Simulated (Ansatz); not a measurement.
**SrTiO$_{3}$: enthalpy under pressure, worked through**

Theory: DFT PBE+U, scalar-relativistic, plane waves, PAW (Ansatz). Run with 420 eV cutoff, 8×8×8 k-mesh, Gaussian smearing of 0.02 eV, no spin polarisation, U_eff Ti 4.0 eV on d shells.

Reference structure (relaxed):

```yaml
crystal:
  lattice:
    - [3.94713, 0.00000, 0.00000]
    - [0.00000, 3.94713, 0.00000]
    - [0.00000, 0.00000, 3.94713]
  atoms:
    - { symbol: Sr, position: [0.00000, 0.00000, 0.00000] }
    - { symbol: Ti, position: [0.50000, 0.50000, 0.50000] }
    - { symbol: O, position: [0.50000, 0.00000, 0.50000] }
    - { symbol: O, position: [0.50000, 0.50000, 0.00000] }
    - { symbol: O, position: [0.00000, 0.50000, 0.50000] }
```

Cell and atoms were relaxed at each target pressure within the start's symmetry (Pm-3m), at zero temperature; other phases can be more stable under pressure. H = E + PV with P the target; E is the free energy at the smearing used, whose derivative the pressure is, per atom and counted from zero pressure.

```csv
P (GPa),V (Å³/atom),E − E0 (meV),H − H0 (meV)
0,12.299,0.0,0.0
3,12.090,1.9,228.3
8,11.779,12.5,600.6
15,11.404,39.2,1106.9
30,10.765,127.4,2143.1
60,9.862,375.0,4068.3
```

Task: Thermodynamics gives dH/dP = V along a relaxed path. Integrate V over P by the trapezoid rule and compare with the computed enthalpies.

Result: With 1 eV/Å³ = 160.22 GPa, each step adds the mean volume times ΔP / 160.22:
```tsv
P (GPa)	∫V dP (meV)	H − H0 (meV)	difference (meV)
3	228.3	228.3	0.0
8	600.8	600.6	0.2
15	1107.2	1106.9	0.3
30	2145.0	2143.1	1.9
60	4076.2	4068.3	7.9
```

V(P) curves upward, so the trapezoid rule runs high; integrating a smooth curve through the same points puts that excess at about 7.4 meV at 60 GPa, against the 7.9 meV found.

Task: At 60 GPa, how much of the enthalpy change is stored energy and how much is the PV term?

Result: E rises by 375 meV/atom and PV is 60 × 9.862 / 160.22 = 3693 meV/atom, so PV makes 91 % of ΔH. So between rival structures at high pressure a small difference in volume can outweigh the difference in energy: 1 % of this volume is worth 36.9 meV/atom at this pressure.

Task: What bulk modulus do the lowest pressures give?

Result: From the pressures that the runs reached, -3.05 GPa (12.534 Å³) and 3.01 GPa (12.090 Å³), B = −ΔP/Δln V = 6.06 / 0.0361 = 168 GPa, a mean over that range.

Task: The gap is 2.252 eV at -3.05 GPa and 2.340 eV at 3.01 GPa. What pressure coefficient and volume deformation potential follow?

Result: dE_g/dP = 14.5 meV/GPa, and a_V = dE_g/d ln V = −B dE_g/dP = -2.44 eV. If the edges move to other points of the zone within the range, this is a mean of two slopes. Gaps are Kohn–Sham gaps over the whole zone.

Symmetry holds off the tilts and polar distortions that many cubic perovskites undergo.